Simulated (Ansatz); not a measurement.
System: AlCo (CsCl type, first atom moved by 0.06 Å along [111]), 2 atoms in the cell.

```
Co Al
1.0
     2.85000    0.00000    0.00000
     0.00000    2.85000    0.00000
     0.00000    0.00000    2.85000
Co Al
1 1
Direct
  0.01215 0.01215 0.01215
  0.50000 0.50000 0.50000
```

Code and potentials: Ansatz PAW hard set, 700 eV. Settings: k-mesh 4×4×4 Γ-centred; Fermi–Dirac smearing of 0.1 eV; no spin polarisation. For HSE06: exchange singularity: Wigner-Seitz.

One run gave:

```json
{"Pressure": "2.33 GPa"}
```

| atom | Fx (eV/Å) | Fy (eV/Å) | Fz (eV/Å) |
| --- | --- | --- | --- |
| Co1 | -0.255 | -0.255 | -0.255 |
| Al2 | 0.255 | 0.255 | 0.255 |

Q: Which level of theory was it?
A. PBE
B. HSE06

A: A. All runs:

```csv
level,pressure (GPa),rms force (eV/Å)
PBE,2.33,0.442
HSE06,-6.15,0.426
```

The stress includes the program's correction for the finite plane-wave basis.

The k-mesh is coarse, so these values belong to this mesh and can lie far from the converged ones. Potentials made with PBE were used with another functional (at least in: Ansatz PAW hard set, 700 eV (HSE06)).
